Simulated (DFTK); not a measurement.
# Si (P-1) in DFTK: reference runs

How does Si come out in PBE? The cell is run as given.

Everything below comes from runs of DFTK 0.8.2. Logs are shortened: lines on timing, memory, paths and dates and some standing lists are left out, and cuts for length are marked.

### 1 The cell of the first run

The typed cell holds 1 atom: a = 2.622 Å, b = 2.745 Å, c = 2.618 Å, α = 102.53°, β = 99.83°, γ = 125.45°.

This isn't the form of Si at room conditions, which is diamond.

### 2 Single point, PBE (cell sheared at random, sigma 0.06, atoms nudged by 0.01 Å)

run.jl reads:

```julia
using DFTK
using PseudoPotentialData
using Unitful, UnitfulAtomic
using LinearAlgebra, Printf
include("save.jl")
disable_threading()

# lattice vectors are the columns
lattice = austrip(1u"Å") * [   -1.63224671     1.73080285     1.62460171;
               1.68876785    -1.69329951     1.68565451;
               1.16666691     1.29369204    -1.17225083]
symbols   = [:Si]
positions = [[0.0, 0.0, 0.0]]
pseudopotentials = PseudoFamily("dojo.nc.sr.pbe.v0_4_1.standard.upf")
elements = Dict(s => ElementPsp(s, pseudopotentials) for s in unique(symbols))
atoms    = [elements[s] for s in symbols]

build_model(lattice, positions; symmetries=true) =
    model_DFT(lattice, atoms, positions;
              functionals=PBE(),
              temperature=austrip(0.05u"eV"),
              smearing=Smearing.FermiDirac(),
              symmetries)
Ecut  = 24.0  # hartree
kgrid = [13, 13, 11]
tol   = 1e-6
to_GPa = ustrip(uconvert(u"GPa", 1u"hartree/bohr^3"))

model = build_model(lattice, positions)
basis = PlaneWaveBasis(model; Ecut, kgrid)
display(basis)
scfres = self_consistent_field(basis;
                               tol,
                               nbandsalg=AdaptiveBands(model; n_bands_converge=7))
display(scfres.energies)
@printf "Fermi level: %.6f eV\n" ustrip(auconvert(u"eV", something(scfres.εF, NaN)))
forces = compute_forces_cart(scfres)
println("Forces (eV/Å)")
for (s, f) in zip(symbols, forces)
    @printf "%-3s %12.6f %12.6f %12.6f\n" s ustrip.(auconvert.(u"eV/Å", f))...
end
stress = compute_stresses_cart(scfres)
println("Stress (GPa)")
display(round.(stress * to_GPa; digits=4))
println("Levels at the first k-point (eV): ", round.(ustrip.(auconvert.(u"eV", scfres.eigenvalues[1][1:scfres.n_bands_converge])); digits=4))
save_scf!(scfres; forces, stress)
```

Potentials or basis: dojo.nc.sr.pbe.v0_4_1.standard.upf (PBE).

The run is started by

```
julia --threads=1 run.jl  # save.jl only writes the numbers to a file and isn't shown; printed stress counts tension as positive; times include loading and compiling
```

Standard output:

```text
PlaneWaveBasis discretization:

    Ecut                 : 24.0 Ha
    fft_size             : (24, 25, 24), 14400 total points
    kgrid                : MonkhorstPack([13, 13, 11])
    num.   red. kpoints  : 1859
    num. irred. kpoints  : 930

    Discretized Model(gga_x_pbe+gga_c_pbe, 3D):
        lattice (in Bohr)    : [-3.0845   , 3.27074   , 3.07005   ]
                               [3.19131   , -3.19987  , 3.18543   ]
                               [2.20468   , 2.44472   , -2.21523  ]
        unit cell volume     : 93.859 Bohr³

        atoms                : Si
        pseudopot. family    : PseudoFamily("dojo.nc.sr.pbe.v0_4_1.standard.upf")

        num. electrons       : 4
        spin polarization    : none
        temperature          : 0.0018375 Ha
        smearing             : DFTK.Smearing.FermiDirac()

        terms                : Kinetic()
                               AtomicLocal()
                               AtomicNonlocal()
                               Ewald(nothing)
                               PspCorrection()
                               Hartree()
                               Xc(gga_x_pbe, gga_c_pbe)
                               Entropy()
n     Energy            log10(ΔE)   log10(Δρ)   Diag   Δtime
---   ---------------   ---------   ---------   ----   ------
  1   -4.212253478253                   -1.43    3.2    8.25s
  2   -4.212470825352       -3.66       -1.80    1.0    5.20s
  3   -4.212502951968       -4.49       -3.26    2.0    6.75s
  4   -4.212504751487       -5.74       -3.87    3.6    10.1s
  5   -4.212504754953       -8.46       -4.33    1.6    5.66s
  6   -4.212504755202       -9.60       -5.43    1.7    5.87s
  7   -4.212504755218      -10.78       -6.16    2.8    8.30s
Energy breakdown (in Ha):
    Kinetic             1.6066277
    AtomicLocal         -0.1660983
    AtomicNonlocal      0.5597644
    Ewald               -5.0549376
    PspCorrection       0.3981810
    Hartree             0.0266966
    Xc                  -1.5825895
    Entropy             -0.0001491

    total               -4.212504755218
Fermi level: 8.501987 eV
Forces (eV/Å)
Si      0.000000     0.000000    -0.000000
Stress (GPa)
3×3 StaticArraysCore.SMatrix{3, 3, Float64, 9} with indices SOneTo(3)×SOneTo(3):
 -2.6605  -1.0719   -0.8092
 -1.0719  -2.123     0.859
 -0.8092   0.859   -13.2798
Levels at the first k-point (eV): [-6.3213, 16.7627, 17.1792, 17.3902, 19.7778, 23.854, 25.4985]
```

It took 2.7 min on 1 thread of Intel Xeon 6975P-C (Granite Rapids), shared host; peak memory 2.4 GiB.

Results:

```
Free energy            : -114.6281 eV
Pressure               : 6.0 GPa
Band gap on the k mesh : none (metal or under the smearing width)
```

Levels at points of the mesh, in eV from the Fermi level:
```tsv
k point	band 1	band 2	band 3	band 4	band 5
(0.00, 0.00, 0.00)	-14.82	8.26	8.68	8.89	11.28
```
